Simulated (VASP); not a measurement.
# MgSe (Fm-3m) in VASP: band structure with PBE

Aim: the band structure of MgSe with PBE.

Everything below comes from runs of VASP 6.6.1. Logs are shortened: lines on timing, memory, paths and dates and some standing lists are left out, and cuts for length are marked.

**1. Starting point**

It takes space group Fm-3m (No. 225, cubic). Conventional cell: a = 5.450 Å, b = 5.450 Å, c = 5.450 Å, α = 90.00°, β = 90.00°, γ = 90.00°. Around Mg (site symmetry m-3m) lie 6 Se at 2.73 Å. Se (site symmetry m-3m) is surrounded by 6 Mg at 2.73 Å.

The cell was built by a generator and needn't be a form met in nature.

**2. Band structure, PBE**

Input file INCAR:

```
SYSTEM = MgSe
ALGO     = Normal         ! electronic algorithm
EDIFF    = 1E-7           ! SCF threshold, eV
ENCUT    = 520            ! plane-wave cutoff, eV
GGA      = PE             ! functional
ISIF     = 2              ! what is computed and relaxed
ISMEAR   = 0              ! smearing method
LASPH    = .TRUE.         ! aspherical terms in the spheres
LCHARG   = .FALSE.        ! write CHGCAR
LREAL    = .FALSE.        ! projectors in reciprocal space
LWAVE    = .FALSE.        ! write WAVECAR
NELM     = 60             ! most SCF steps
PREC     = Accurate       ! precision mode
SIGMA    = 0.02           ! smearing width, eV
```

Input file KPOINTS:

```
k-points
0
G
  8 8 8
  0 0 0
```

Input file POSCAR:

```
MgSe
1.0
    0.0000000000      2.7250000000      2.7250000000
    2.7250000000      0.0000000000      2.7250000000
    2.7250000000      2.7250000000      0.0000000000
Mg Se
1 1
Direct
    0.0000000000      0.0000000000      0.0000000000
    0.5000000000      0.5000000000      0.5000000000
```

Input file KPOINTS_OPT:

```
path GXWKGLUWLK,UX
10
line-mode
reciprocal
 0.0000000000  0.0000000000  0.0000000000  G
 0.5000000000  0.0000000000  0.5000000000  X

 0.5000000000  0.0000000000  0.5000000000  X
 0.5000000000  0.2500000000  0.7500000000  W

 0.5000000000  0.2500000000  0.7500000000  W
 0.3750000000  0.3750000000  0.7500000000  K

 0.3750000000  0.3750000000  0.7500000000  K
 0.0000000000  0.0000000000  0.0000000000  G

 0.0000000000  0.0000000000  0.0000000000  G
 0.5000000000  0.5000000000  0.5000000000  L

 0.5000000000  0.5000000000  0.5000000000  L
 0.6250000000  0.2500000000  0.6250000000  U

 0.6250000000  0.2500000000  0.6250000000  U
 0.5000000000  0.2500000000  0.7500000000  W

 0.5000000000  0.2500000000  0.7500000000  W
 0.5000000000  0.5000000000  0.5000000000  L

 0.5000000000  0.5000000000  0.5000000000  L
 0.3750000000  0.3750000000  0.7500000000  K

 0.6250000000  0.2500000000  0.6250000000  U
 0.5000000000  0.0000000000  0.5000000000  X
```

Potentials or basis: VASP PAW PBE potentials, release 64 (Mg, Se).

Launch:

```console
> cat potpaw_PBE.64/Mg/POTCAR potpaw_PBE.64/Se/POTCAR > POTCAR
> mpirun -np 1 vasp_std > vasp.out
```

OUTCAR:

```text
SYSTEM = MgSe
   EDIFF = 1E-7
   ENCUT = 520
   GGA = PE
   ISIF = 2
   ISMEAR = 0
   LASPH = .TRUE.
   LREAL = .FALSE.
   NELM = 60
   PREC = Accurate

 ion  position               nearest neighbor table
   1  0.000  0.000  0.000-   2 2.73   2 2.73   2 2.73   2 2.73   2 2.73   2 2.73
   2  0.500  0.500  0.500-   1 2.73   1 2.73   1 2.73   1 2.73   1 2.73   1 2.73

  LATTYP: Found a face centered cubic cell.
 ALAT       =     5.4500000000

  Lattice vectors:

 A1 = (   0.0000000000,   2.7250000000,   2.7250000000)
 A2 = (   2.7250000000,   0.0000000000,   2.7250000000)
 A3 = (   2.7250000000,   2.7250000000,   0.0000000000)

Analysis of symmetry for initial positions (statically):
=====================================================================
 Subroutine PRICEL returns:
 Original cell was already a primitive cell.

 Routine SETGRP: Setting up the symmetry group for a
 face centered cubic supercell.

 Subroutine GETGRP returns: Found 48 space group operations
 (whereof 48 operations were pure point group operations)
 out of a pool of 48 trial point group operations.

The static configuration has the point symmetry O_h .

Analysis of symmetry for dynamics (positions and initial velocities):
=====================================================================
 Subroutine PRICEL returns:
 Original cell was already a primitive cell.

 Routine SETGRP: Setting up the symmetry group for a
 face centered cubic supercell.

 Subroutine GETGRP returns: Found 48 space group operations
 (whereof 48 operations were pure point group operations)
 out of a pool of 48 trial point group operations.

The dynamic configuration has the point symmetry O_h .

 Subroutine INISYM returns: Found 48 space group operations
 (whereof 48 operations are pure point group operations),
 and found     1 'primitive' translations

----------------------------------------------------------------------------------------

                                     Primitive cell

  volume of cell :      40.4697

  direct lattice vectors                    reciprocal lattice vectors
     0.000000000  2.725000000  2.725000000    -0.183486239  0.183486239  0.183486239
     2.725000000  0.000000000  2.725000000     0.183486239 -0.183486239  0.183486239
     2.725000000  2.725000000  0.000000000     0.183486239  0.183486239 -0.183486239

  length of vectors
     3.853731957  3.853731957  3.853731957     0.317807488  0.317807488  0.317807488

  position of ions in fractional coordinates (direct lattice)
     0.000000000  0.000000000  0.000000000
     0.500000000  0.500000000  0.500000000

  ion indices of the primitive-cell ions
   primitive index   ion index
                 1           1
                 2           2

----------------------------------------------------------------------------------------

 KPOINTS: k-points

Automatic generation of k-mesh.
 Grid dimensions read from file:
 generate k-points for:    8    8    8

 Generating k-lattice:

  Cartesian coordinates                     Fractional coordinates (reciprocal lattice)
    -0.022935780  0.022935780  0.022935780     0.125000000  0.000000000  0.000000000
     0.022935780 -0.022935780  0.022935780     0.000000000  0.125000000  0.000000000
     0.022935780  0.022935780 -0.022935780     0.000000000  0.000000000  0.125000000

  Length of vectors
     0.039725936  0.039725936  0.039725936

  Shift w.r.t. Gamma in fractional coordinates (k-lattice)
     0.000000000  0.000000000  0.000000000

 Subroutine IBZKPT returns following result:
 ===========================================

 Found     29 irreducible k-points:

 Following reciprocal coordinates:
            Coordinates               Weight
  0.000000  0.000000  0.000000      1.000000
  0.125000  0.000000  0.000000      8.000000
  0.250000  0.000000  0.000000      8.000000
  0.375000  0.000000  0.000000      8.000000
  0.500000  0.000000  0.000000      4.000000
  0.125000  0.125000  0.000000      6.000000
[... 16 lines left out ...]
  0.500000  0.250000  0.125000     48.000000
 -0.375000  0.250000  0.125000     24.000000
 [... further k-points ...]
   k-points           NKPTS =     29   k-points in BZ     NKDIM =     29   number of bands    NBANDS=      8
   number of dos      NEDOS =    301   number of ions     NIONS =      2
   total plane-waves  NPLWV =  27000
   dimension x,y,z NGX =    30 NGY =   30 NGZ =   30
   dimension x,y,z NGXF=    60 NGYF=   60 NGZF=   60
   ions per type =               1   1
   NGX,Y,Z   is equivalent  to a cutoff of  12.94, 12.94, 12.94 a.u.
   NGXF,Y,Z  is equivalent  to a cutoff of  25.88, 25.88, 25.88 a.u.
 SYSTEM =  MgSe
   PREC   = accura    normal or accurate (medium, high low for compatibility)
   ISTART =      0    job   : 0-new  1-cont  2-samecut
   ICHARG =      2    charge: 1-file 2-atom 10-const
   ISPIN  =      1    spin polarized calculation?
   LNONCOLLINEAR =      F non collinear calculations
   LSORBIT =      F    spin-orbit coupling
   LASPH  =      T    aspherical Exc in radial PAW
   ENCUT  =  520.0 eV  38.22 Ry    6.18 a.u.   7.17  7.17  7.17*2*pi/ulx,y,z
   NELM   =     60;   NELMIN=  2; NELMDL= -5     # of ELM steps
   EDIFF  = 0.1E-06   stopping-criterion for ELM
   LREAL  =      F    real-space projection
   EDIFFG = 0.1E-05   stopping-criterion for IOM
   NSW    =      0    number of steps for IOM
   IBRION =     -1    ionic relax: 0-MD 1-quasi-New 2-CG
   NFREE  =      0    steps in history (QN), initial steepest desc. (CG)
   ISIF   =      2    stress and relaxation
   ISYM   =      2    0-nonsym 1-usesym 2-fastsym
   POTIM  = 0.5000    time-step for ionic-motion
   TEBEG  =    0.0;   TEEND  =   0.0 temperature during run
   PSTRESS=    0.0 pullay stress
   NELECT =       8.0000    total number of electrons
   NUPDOWN=      -1.0000    fix difference up-down
   EMIN   =  10.00;   EMAX   =-10.00  energy-range for DOS
   EFERMI =   0.00;   METHOD = LEGACY
   ISMEAR =     0;   SIGMA  =   0.02  broadening in eV -4-tet -1-fermi 0-gaus
   EFERMI_NEDOS =   21; number of points for ismear=-14 and -15
   IALGO  =     38    algorithm
   IMIX   =      4    mixing-type and parameters
     AMIX     =   0.40;   BMIX     =  1.00
     AMIX_MAG =   1.60;   BMIX_MAG =  1.00
  volume/ion in A,a.u.               =      20.23       136.55
  Fermi-wavevector in a.u.,A,eV,Ry     =   0.953663  1.802162 12.374136  0.909473
  Thomas-Fermi vector in A             =   2.082339
   LORBIT       =      0    0 simple, 1 ext, 2 COOP (PROOUT), +10 PAW based schemes
   GGA     = PE    functional components
   LHFCALC =     F    Hartree Fock is set to
   AEXX    =    0.0000 exact exchange contribution
   IVDW    =     0    specifies the selected vdW correction
   LEPSILON=     F    determine dielectric tensor
   LRPA    =     F    only Hartree local field effects (RPA)
 non-spin polarized calculation
 Gauss-broadening in eV      SIGMA  =   0.02
  energy-cutoff  :      520.00
  volume of cell :       40.47
 maximum number of plane-waves:      1106
 NGX is ok and might be reduce to    30
   NGX = 15   NGY = 15   NGZ = 15

 number of electron       8.0000001 magnetization

 Free energy of the ion-electron system (eV)
  ---------------------------------------------------
  ext. energy  EPLUGINS =         0.00000000
  ---------------------------------------------------
  free energy    TOTEN  =        -7.48316440 eV

  energy without entropy =       -7.48316440  energy(sigma->0) =       -7.48316440

 E-fermi :   3.3271     XC(G=0):  -9.4918

 val. band max:        3.2330745069   @ k =   0.0000   0.0000   0.0000
 cond. band min:       5.0360801892   @ k =   0.5000   0.5000   0.0000
 fundamental gap:      1.8030056823
 Fermi energy:         3.3270526572

 k-point     1 :       0.0000    0.0000    0.0000
  band No.  band energies     occupation
      1      -9.7142      2.00000
      2       3.2331      2.00000
      3       3.2331      2.00000
      4       3.2331      2.00000
      5       5.8341      0.00000
      6      10.6445      0.00000
      7      10.6445      0.00000
      8      10.6445      0.00000

 k-point     2 :       0.1250    0.0000    0.0000
  band No.  band energies     occupation
      1      -9.5812      2.00000
      2       2.0138      2.00000
      3       3.1319      2.00000
      4       3.1319      2.00000
      5       6.7991      0.00000
      6      10.3331      0.00000
      7      10.8701      0.00000
      8      10.8701      0.00000

 k-point     3 :       0.2500    0.0000    0.0000
  band No.  band energies     occupation
      1      -9.2245      2.00000
      2       0.2156      2.00000
      3       2.9130      2.00000
      4       2.9130      2.00000
      5       7.3590      0.00000
      6      10.3048      0.00000
      7      10.3048      0.00000
      8      11.0069      0.00000

 k-point     4 :       0.3750    0.0000    0.0000
  band No.  band energies     occupation
      1      -8.7980      2.00000
      2      -1.1794      2.00000
      3       2.7220      2.00000
      4       2.7220      2.00000
      5       7.1734      0.00000
      6       9.5875      0.00000
      7       9.5875      0.00000
      8      11.9408      0.00000

 k-point     5 :       0.5000    0.0000    0.0000
  band No.  band energies     occupation
      1      -8.5912      2.00000
      2      -1.7216      2.00000
      3       2.6494      2.00000
      4       2.6494      2.00000
      5       7.0607      0.00000
      6       9.3322      0.00000
      7       9.3322      0.00000
      8      11.8655      0.00000
[... 177 lines left out ...]
 k-point    22 :       0.3750    0.2500    0.1250
  band No.  band energies     occupation
      1      -8.9470      2.00000
      2      -0.0386      2.00000
      3       1.6907      2.00000
      4       2.5297      2.00000
      5       8.1028      0.00000
      6       9.2651      0.00000
      7       9.5304      0.00000
      8      11.6621      0.00000

 k-point    23 :       0.5000    0.2500    0.1250
  band No.  band energies     occupation
      1      -8.5891      2.00000
      2      -0.8388      2.00000
      3       1.1450      2.00000
      4       2.1922      2.00000
      5       7.9988      0.00000
      6       8.9460      0.00000
      7      10.4690      0.00000
      8      11.5552      0.00000

 k-point    24 :      -0.3750    0.2500    0.1250
  band No.  band energies     occupation
      1      -8.4214      2.00000
      2      -1.2026      2.00000
      3       1.0027      2.00000
      4       2.0158      2.00000
      5       7.9762      0.00000
      6       8.6567      0.00000
      7      10.9958      0.00000
      8      12.3121      0.00000

 [... further k-points ...]

------------------------ aborting loop because EDIFF is reached ----------------------------------------

  FORCE on cell =-STRESS in cart. coord.  units (eV):
  Direction    XX          YY          ZZ          XY          YZ          ZX
  --------------------------------------------------------------------------------------
  -------------------------------------------------------------------------------------
  Total        0.4918158      0.4918158      0.4918158      0.0000000     -0.0000000      0.0000000
  in kB       19.4707876     19.4707876     19.4707876      0.0000000     -0.0000000      0.0000000
  external PRESSURE =      19.4707876 kB  Pullay stress =       0.0000000 kB

 VOLUME and BASIS-vectors are now :
 -----------------------------------------------------------------------------
  energy-cutoff  :      520.00
  volume of cell :       40.47
      direct lattice vectors                 reciprocal lattice vectors
     0.000000000  2.725000000  2.725000000    -0.183486239  0.183486239  0.183486239
     2.725000000  0.000000000  2.725000000     0.183486239 -0.183486239  0.183486239
     2.725000000  2.725000000  0.000000000     0.183486239  0.183486239 -0.183486239

 POSITION                                       TOTAL-FORCE (eV/Angst)
 -----------------------------------------------------------------------------------
      0.00000      0.00000      0.00000        -0.000000      0.000000      0.000000
      2.72500      2.72500      2.72500         0.000000     -0.000000     -0.000000
 -----------------------------------------------------------------------------------
    total drift:                               -0.000000     -0.000000      0.000000

  FREE ENERGIE OF THE ION-ELECTRON SYSTEM (eV)
  ---------------------------------------------------
  free  energy   TOTEN  =        -7.4831643968 eV

  energy  without entropy=       -7.4831643968  energy(sigma->0) =       -7.48316440
```

It took 14 s on 1 thread of Intel Xeon 6975P-C (Granite Rapids), shared host; peak memory 0.17 GiB.

What came out:

| Property | Result |
| --- | --- |
| Free energy | -7.4832 eV |
| Pressure | 1.9 GPa |
| Band gap on the k mesh | 1.80 eV, indirect (least direct gap 2.60 eV) |
| Band gap along the path | 1.80 eV, indirect (least direct gap 2.60 eV) |

Levels at the corners of the path, in eV from the valence-band top:
| point | band 1 | band 2 | band 3 | band 4 | band 5 | band 6 | band 7 | band 8 |
| --- | --- | --- | --- | --- | --- | --- | --- | --- |
| Γ | -12.95 | 0.00 | 0.00 | 0.00 | 2.60 | 7.41 | 7.41 | 7.41 |
| X | -11.50 | -4.27 | -1.79 | -1.79 | 1.80 | 3.96 | 11.76 | 12.19 |
| X | -11.50 | -4.27 | -1.79 | -1.79 | 1.80 | 3.96 | 11.76 | 12.19 |
| W | -11.47 | -3.32 | -3.32 | -2.56 | 4.54 | 6.98 | 7.57 | 7.57 |
| W | -11.47 | -3.32 | -3.32 | -2.56 | 4.54 | 6.98 | 7.57 | 7.57 |
| K | -11.50 | -3.78 | -3.34 | -1.44 | 3.04 | 6.28 | 8.94 | 9.85 |
| K | -11.50 | -3.78 | -3.34 | -1.44 | 3.04 | 6.28 | 8.94 | 9.85 |
| Γ | -12.95 | 0.00 | 0.00 | 0.00 | 2.60 | 7.41 | 7.41 | 7.41 |
| Γ | -12.95 | 0.00 | 0.00 | 0.00 | 2.60 | 7.41 | 7.41 | 7.41 |
| L | -11.82 | -4.95 | -0.58 | -0.58 | 3.83 | 6.10 | 6.10 | 8.63 |
| L | -11.82 | -4.95 | -0.58 | -0.58 | 3.83 | 6.10 | 6.10 | 8.63 |
| U | -11.50 | -3.78 | -3.34 | -1.44 | 3.04 | 6.28 | 8.94 | 9.85 |
| U | -11.50 | -3.78 | -3.34 | -1.44 | 3.04 | 6.28 | 8.94 | 9.85 |
| W | -11.47 | -3.32 | -3.32 | -2.56 | 4.54 | 6.98 | 7.57 | 7.57 |
| W | -11.47 | -3.32 | -3.32 | -2.56 | 4.54 | 6.98 | 7.57 | 7.57 |
| L | -11.82 | -4.95 | -0.58 | -0.58 | 3.83 | 6.10 | 6.10 | 8.63 |
| L | -11.82 | -4.95 | -0.58 | -0.58 | 3.83 | 6.10 | 6.10 | 8.63 |
| K | -11.50 | -3.78 | -3.34 | -1.44 | 3.04 | 6.28 | 8.94 | 9.85 |
| U | -11.50 | -3.78 | -3.34 | -1.44 | 3.04 | 6.28 | 8.94 | 9.85 |
| X | -11.50 | -4.27 | -1.79 | -1.79 | 1.80 | 3.96 | 11.77 | 12.19 |
